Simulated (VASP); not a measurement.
# SiC (Moissanite 3C) (F-43m) in VASP: notebook, part 2 of 2

VASP 6.6.1. The steps go on from the part before.

**6. Relaxation of cell and atoms, PBEsol+D4**

Contents of INCAR:

```
SYSTEM = SiC
PREC = Accurate ; ENCUT = 600
EDIFF = 1E-7 ; ISMEAR = -1
SIGMA = 0.05 ; LREAL = .False.
LASPH = .True. ; NELM = 60
ALGO = Normal ; ISIF = 3
LWAVE = .False. ; LCHARG = .False.
GGA = PS ; IVDW = 13
IBRION = 2 ; NSW = 40
EDIFFG = -0.01
```

Contents of KPOINTS:

```
Automatic mesh
0
Gamma
  10 10 10
  0 0 0
```

Contents of POSCAR:

```
SiC
1.0
    0.0000000000      2.1790000000      2.1790000000
    2.1790000000      0.0000000000      2.1790000000
    2.1790000000      2.1790000000      0.0000000000
Si C
1 1
Direct
    0.0000000000      0.0000000000      0.0000000000
    0.7500000000      0.7500000000      0.7500000000
```

Potentials or basis: VASP PAW PBE potentials, release 64 (Si, C).

Started as:

```sh
$ cat potpaw_PBE.64/Si/POTCAR potpaw_PBE.64/C/POTCAR > POTCAR
$ mpirun -np 1 vasp_std > vasp.out
```

OUTCAR:

```text
SYSTEM = SiC
   PREC = Accurate
   ENCUT = 600
   EDIFF = 1E-7
   ISMEAR = -1
   LREAL = .False.
   LASPH = .True.
   NELM = 60
   ISIF = 3
   GGA = PS
   IVDW = 13
   IBRION = 2
   NSW = 40
   EDIFFG = -0.01

 ion  position               nearest neighbor table
   1  0.000  0.000  0.000-   2 1.89   2 1.89   2 1.89   2 1.89
   2  0.750  0.750  0.750-   1 1.89   1 1.89   1 1.89   1 1.89

  LATTYP: Found a face centered cubic cell.
 ALAT       =     4.3580000000

  Lattice vectors:

 A1 = (   0.0000000000,   2.1790000000,   2.1790000000)
 A2 = (   2.1790000000,   0.0000000000,   2.1790000000)
 A3 = (   2.1790000000,   2.1790000000,   0.0000000000)

Analysis of symmetry for initial positions (statically):
=====================================================================
 Subroutine PRICEL returns:
 Original cell was already a primitive cell.

 Routine SETGRP: Setting up the symmetry group for a
 face centered cubic supercell.

 Subroutine GETGRP returns: Found 24 space group operations
 (whereof 24 operations were pure point group operations)
 out of a pool of 48 trial point group operations.

The static configuration has the point symmetry T_d .

Analysis of symmetry for dynamics (positions and initial velocities):
=====================================================================
 Subroutine PRICEL returns:
 Original cell was already a primitive cell.

 Routine SETGRP: Setting up the symmetry group for a
 face centered cubic supercell.

 Subroutine GETGRP returns: Found 24 space group operations
 (whereof 24 operations were pure point group operations)
 out of a pool of 48 trial point group operations.

The dynamic configuration has the point symmetry T_d .

 Subroutine INISYM returns: Found 24 space group operations
 (whereof 24 operations are pure point group operations),
 and found     1 'primitive' translations

----------------------------------------------------------------------------------------

                                     Primitive cell

  volume of cell :      20.6920

  direct lattice vectors                    reciprocal lattice vectors
     0.000000000  2.179000000  2.179000000    -0.229463056  0.229463056  0.229463056
     2.179000000  0.000000000  2.179000000     0.229463056 -0.229463056  0.229463056
     2.179000000  2.179000000  0.000000000     0.229463056  0.229463056 -0.229463056

  length of vectors
     3.081571352  3.081571352  3.081571352     0.397441672  0.397441672  0.397441672

  position of ions in fractional coordinates (direct lattice)
     0.000000000  0.000000000  0.000000000
     0.750000000  0.750000000  0.750000000

  ion indices of the primitive-cell ions
   primitive index   ion index
                 1           1
                 2           2

----------------------------------------------------------------------------------------

 KPOINTS: Automatic mesh

Automatic generation of k-mesh.
 Grid dimensions read from file:
 generate k-points for:   10   10   10

 Generating k-lattice:

  Cartesian coordinates                     Fractional coordinates (reciprocal lattice)
    -0.022946306  0.022946306  0.022946306     0.100000000  0.000000000  0.000000000
     0.022946306 -0.022946306  0.022946306     0.000000000  0.100000000  0.000000000
     0.022946306  0.022946306 -0.022946306     0.000000000  0.000000000  0.100000000

  Length of vectors
     0.039744167  0.039744167  0.039744167

  Shift w.r.t. Gamma in fractional coordinates (k-lattice)
     0.000000000  0.000000000  0.000000000

 Subroutine IBZKPT returns following result:
 ===========================================

 Found     47 irreducible k-points:

 Following reciprocal coordinates:
            Coordinates               Weight
  0.000000  0.000000  0.000000      1.000000
  0.100000  0.000000  0.000000      8.000000
  0.200000  0.000000  0.000000      8.000000
  0.300000  0.000000  0.000000      8.000000
  0.400000  0.000000  0.000000      8.000000
  0.500000  0.000000  0.000000      4.000000
[... 16 lines left out ...]
  0.300000  0.300000  0.000000      6.000000
  0.400000  0.300000  0.000000     24.000000
 [... further k-points ...]
   k-points           NKPTS =     47   k-points in BZ     NKDIM =     47   number of bands    NBANDS=      8
   number of dos      NEDOS =    301   number of ions     NIONS =      2
   total plane-waves  NPLWV =  21952
   dimension x,y,z NGX =    28 NGY =   28 NGZ =   28
   dimension x,y,z NGXF=    56 NGYF=   56 NGZF=   56
   ions per type =               1   1
   NGX,Y,Z   is equivalent  to a cutoff of  15.11, 15.11, 15.11 a.u.
   NGXF,Y,Z  is equivalent  to a cutoff of  30.21, 30.21, 30.21 a.u.
 SYSTEM =  SiC
   PREC   = accura    normal or accurate (medium, high low for compatibility)
   ISTART =      0    job   : 0-new  1-cont  2-samecut
   ICHARG =      2    charge: 1-file 2-atom 10-const
   ISPIN  =      1    spin polarized calculation?
   LNONCOLLINEAR =      F non collinear calculations
   LSORBIT =      F    spin-orbit coupling
   LASPH  =      T    aspherical Exc in radial PAW
   ENCUT  =  600.0 eV  44.10 Ry    6.64 a.u.   6.15  6.15  6.15*2*pi/ulx,y,z
   NELM   =     60;   NELMIN=  2; NELMDL= -5     # of ELM steps
   EDIFF  = 0.1E-06   stopping-criterion for ELM
   LREAL  =      F    real-space projection
   EDIFFG = -.1E-01   stopping-criterion for IOM
   NSW    =     40    number of steps for IOM
   IBRION =      2    ionic relax: 0-MD 1-quasi-New 2-CG
   NFREE  =      1    steps in history (QN), initial steepest desc. (CG)
   ISIF   =      3    stress and relaxation
   ISYM   =      2    0-nonsym 1-usesym 2-fastsym
   POTIM  = 0.5000    time-step for ionic-motion
   TEBEG  =    0.0;   TEEND  =   0.0 temperature during run
   PSTRESS=    0.0 pullay stress
   NELECT =       8.0000    total number of electrons
   NUPDOWN=      -1.0000    fix difference up-down
   EMIN   =  10.00;   EMAX   =-10.00  energy-range for DOS
   EFERMI =   0.00;   METHOD = LEGACY
   ISMEAR =    -1;   SIGMA  =   0.05  broadening in eV -4-tet -1-fermi 0-gaus
   EFERMI_NEDOS =   21; number of points for ismear=-14 and -15
   IALGO  =     38    algorithm
   IMIX   =      4    mixing-type and parameters
     AMIX     =   0.40;   BMIX     =  1.00
     AMIX_MAG =   1.60;   BMIX_MAG =  1.00
  volume/ion in A,a.u.               =      10.35        69.82
  Fermi-wavevector in a.u.,A,eV,Ry     =   1.192626  2.253736 19.352338  1.422357
  Thomas-Fermi vector in A             =   2.328660
   LORBIT       =      0    0 simple, 1 ext, 2 COOP (PROOUT), +10 PAW based schemes
   GGA     = PS    functional components
   LHFCALC =     F    Hartree Fock is set to
   AEXX    =    0.0000 exact exchange contribution
   IVDW    =    13    specifies the selected vdW correction
   LEPSILON=     F    determine dielectric tensor
   LRPA    =     F    only Hartree local field effects (RPA)
 conjugate gradient relaxation of ions
 non-spin polarized calculation
  energy-cutoff  :      600.00
  volume of cell :       20.69
 maximum number of plane-waves:       701
 NGX is ok and might be reduce to    28
   NGX = 13   NGY = 13   NGZ = 13

--------------------------------------- Ionic step        1  -------------------------------------------

 number of electron       8.0000000 magnetization

 Free energy of the ion-electron system (eV)
  ---------------------------------------------------
  ext. energy  EPLUGINS =         0.00000000
  ---------------------------------------------------
  free energy    TOTEN  =       -15.91610825 eV

  energy without entropy =      -15.91610819  energy(sigma->0) =      -15.91610822

------------------------ aborting loop because EDIFF is reached ----------------------------------------

  DFT-D4 for vdW energy calculation

  Edisp (eV):   -0.37195
[... 71 lines left out ...]
--------------------------------------- Ionic step        3  -------------------------------------------

 number of electron       8.0000000 magnetization

 Free energy of the ion-electron system (eV)
  ---------------------------------------------------
  ext. energy  EPLUGINS =         0.00000000
  ---------------------------------------------------
  free energy    TOTEN  =       -15.91431838 eV

  energy without entropy =      -15.91431833  energy(sigma->0) =      -15.91431835

 E-fermi :   8.8119     XC(G=0): -11.5523

 val. band max:        8.1799646896   @ k =   0.0000   0.0000   0.0000
 cond. band min:       9.4041535705   @ k =   0.5000   0.5000   0.0000
 fundamental gap:      1.2241888809
 Fermi energy:         8.8118918125

 k-point     1 :       0.0000    0.0000    0.0000
  band No.  band energies     occupation
      1      -7.3309      2.00000
      2       8.1800      1.99999
      3       8.1800      1.99999
      4       8.1800      1.99999
      5      14.4949      0.00000
      6      15.4993      0.00000
      7      15.4993      0.00000
      8      15.4993      0.00000
[... 243 lines left out ...]
 k-point    24 :       0.4000    0.3000    0.0000
  band No.  band energies     occupation
      1      -4.1421      2.00000
      2       2.5814      2.00000
      3       4.9741      2.00000
      4       5.5165      2.00000
      5      10.9450      0.00000
      6      13.7376      0.00000
      7      19.8517      0.00000
      8      20.1469      0.00000

 [... further k-points ...]

------------------------ aborting loop because EDIFF is reached ----------------------------------------

  DFT-D4 for vdW energy calculation

  Edisp (eV):   -0.37547
[... 25 lines left out ...]
  FREE ENERGIE OF THE ION-ELECTRON SYSTEM (eV)
  ---------------------------------------------------
  free  energy   TOTEN  =       -16.2897902764 eV

  energy  without entropy=      -16.2897902172  energy(sigma->0) =      -16.28979025

 reached required accuracy - stopping structural energy minimisation
```

OSZICAR:

```text
N       E                     dE             d eps       ncg     rms          rms(c)
DAV:   1     0.614667831053E+01    0.61467E+01   -0.43973E+03   760   0.950E+02
DAV:   2    -0.172942804344E+02   -0.23441E+02   -0.22389E+02  1080   0.115E+02
DAV:   3    -0.177115266511E+02   -0.41725E+00   -0.41725E+00   864   0.191E+01
DAV:   4    -0.177128865917E+02   -0.13599E-02   -0.13599E-02  1152   0.117E+00
[... 23 lines left out ...]
DAV:   3    -0.159143435155E+02    0.13945E-03   -0.22699E-04   952   0.106E-01    0.266E-02
DAV:   4    -0.159143197870E+02    0.23729E-04   -0.32375E-05   840   0.347E-02    0.118E-02
DAV:   5    -0.159143186671E+02    0.11199E-05   -0.84963E-07  1080   0.749E-03    0.715E-03
DAV:   6    -0.159143182891E+02    0.37803E-06   -0.47692E-08   504   0.190E-03    0.134E-03
DAV:   7    -0.159143183844E+02   -0.95348E-07   -0.19328E-08   408   0.967E-04
   3 F= -.16289790E+02 E0= -.16289790E+02  d E =-.173663E-02
```

It took 35 s on 1 thread of Intel Xeon Platinum 8259CL at 2.50GHz (Skylake/Cascade Lake), shared host; peak memory 0.15 GiB.

What came out:

- Free energy: -16.2898 eV
- Relaxed volume: 10.23 Å³/atom
- Relaxed cell: a = 3.070 Å, b = 3.070 Å, c = 3.070 Å, α = 60.00°, β = 60.00°, γ = 60.00°
- Space group after relaxing (to 0.05 Å): F-43m (No. 216)
- Energy gained by relaxing: 0.9 meV/atom
- Ionic steps: 3
- Pressure after relaxing: 0.0 GPa
- Band gap on the k mesh: 1.22 eV, indirect (least direct gap 4.46 eV)
- Dispersion energy per atom: -0.188 eV

The path:
| step | energy change (eV) | largest force (eV/Å) | pressure (GPa) | volume (Å³) |
| --- | --- | --- | --- | --- |
| 1 | 0.0000 | 0.0000 | -2.40 | 20.69 |
| 2 | 0.0002 | 0.0000 | 2.67 | 20.23 |
| 3 | -0.0017 | 0.0000 | 0.03 | 20.47 |

Final structure:
```
Si C
1.0
     0.00000    2.17102    2.17102
     2.17102    0.00000    2.17102
     2.17102    2.17102    0.00000
Si C
1 1
Direct
  0.00000 0.00000 0.00000
  0.75000 0.75000 0.75000
```

Caveat: the PAW data sets were made with another functional, which shifts forces and pressure a little.

**7. Overview**

```csv
task,level,potentials or basis,cell,cutoff (eV),smearing,gap on the mesh (eV),pressure (GPa),relaxed volume (Å³/atom)
relaxation of cell and atoms,LDA,"VASP PAW LDA potentials, release 64 (Si, C)",relaxed,600,fermi-dirac 0.05 eV,1.29,0.0,10.15
relaxation of cell and atoms,PBEsol,"VASP PAW PBE potentials, release 64 (Si, C)",relaxed,600,fermi-dirac 0.05 eV,1.23,0.0,-
relaxation of cell and atoms,RPBE,"VASP PAW PBE potentials, release 64 (Si, C)",relaxed,600,fermi-dirac 0.05 eV,1.39,0.0,10.63
single point,PBE,"VASP PAW PBE potentials, release 64 (Si, C)",as given,520,gaussian 0.028 eV,1.36,3.2,-
relaxation of cell and atoms,PBEsol+D4,"VASP PAW PBE potentials, release 64 (Si, C)",relaxed,600,fermi-dirac 0.05 eV,1.22,0.0,10.23
```

Alike in all rows: no spin polarisation; k mesh 10 × 10 × 10.

Caveats: the PAW data sets were made with another functional, which shifts forces and pressure a little (some runs); the relaxation stopped at its first step, so nothing moved (some runs).

Absolute energies hang on the potentials; compare differences alone.

**8. Against experiment**

Step 5. Against the measured gap of SiC, 2.4 eV (indirect; quoted in “Insight into the structural, elastic and electronic properties of a new orthorhombic 6O-SiC polytype”, 2020, pmc:7200658), the calculated 1.36 eV is off by -1.04 eV. The value is that of PBE on a finite k mesh, which can miss the band edges, without temperature or zero-point motion. Semilocal functionals fall short of measured gaps as a rule.
